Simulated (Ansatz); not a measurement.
ZnS:

```xyz
2
Lattice="0.0000 2.7020 2.7020 2.7020 0.0000 2.7020 2.7020 2.7020 0.0000" Properties=species:S:1:pos:R:3 pbc="T T T"
Zn    4.0530    4.0530    4.0530
S     0.0000    0.0000    0.0000
```

Base run:

| Item | Value |
| --- | --- |
| Program | Ansatz 0.2.0 |
| Functional | SVWN5 |
| Potentials or basis | Ansatz PAW |
| Cutoff | 420 eV (not typed: the program's choice for these potentials) |
| k mesh | 9 × 9 × 9 |
| Occupations | fermi-dirac, width 0.05 eV |
| Spin | no spin polarisation |

Its results: band gap on the k mesh 1.86 eV, direct; pressure -4.6 GPa.

**Question.** After a change of settings the same cell gave: band gap on the k mesh 2.11 eV, direct; pressure 1.7 GPa. Which change was it?
A. functional from SVWN5 to PBE; cutoff from 420 eV (not typed: the program's choice for these potentials) to 350 eV
B. functional from SVWN5 to PBEsol
C. functional from SVWN5 to LDA; potentials or basis from Ansatz PAW to JTH PAW LDA; cutoff from 420 eV (not typed: the program's choice for these potentials) to 960 eV

**Answer.** A.

PBE binds less tightly than SVWN5, so the same cell stands under more pressure.

Caveats: the PAW data sets come from PBE, with cores solved anew for the run's functional, which leaves a small shift of forces and pressure (some runs); odd divisions of the mesh miss points on the zone boundary, where band edges often lie, so the gap on the mesh can be too wide (some runs); the cutoff lies under the one recommended for these potentials (some runs).
